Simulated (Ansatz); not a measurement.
Au:

```xyz
1
Lattice="0.0000 2.0350 2.0350 2.0350 0.0000 2.0350 2.0350 2.0350 0.0000" Properties=species:S:1:pos:R:3 pbc="T T T"
Au    0.0000    0.0000    0.0000
```

* Program: Ansatz 0.2.0
* Task: relaxation of cell and atoms
* Functional: RPBE
* Potentials or basis: Ansatz PAW
* Cutoff: 420 eV (not typed: the program's choice for these potentials)
* k mesh: 11 × 11 × 11
* Occupations: fermi-dirac, width 0.05 eV
* Spin: no spin polarisation

At the start: volume 16.85 Å³/atom.

Q: How do energy, volume and symmetry change on relaxing?

A: It ends after 6 steps and the volume is 18.49 Å³/atom (+9.7 %); space group Fm-3m (No. 225, to 0.05 Å).

The path:
| step | energy change (eV) | largest force (eV/Å) | volume (Å³) |
| --- | --- | --- | --- |
| 1 | 0.0000 | 0.0000 | 16.85 |
| 2 | -0.0506 | 0.0000 | 19.44 |
| 3 | -0.0667 | 0.0000 | 18.69 |
| 4 | -0.0676 | 0.0000 | 18.46 |
| 5 | -0.0676 | 0.0000 | 18.49 |
| 6 | -0.0681 | 0.0000 | 18.49 |

Final structure:
```
Au
1.0
     0.00000    2.09867    2.09867
     2.09867    0.00000    2.09867
     2.09867    2.09867    0.00000
Au
1
Direct
  0.00000 0.00000 0.00000
```

Caveat: the plane-wave basis is chosen anew once the cell has moved, so the energies of steps on either side of that aren't comparable; the PAW data sets come from PBE, with cores solved anew for the run's functional, which leaves a small shift of forces and pressure.
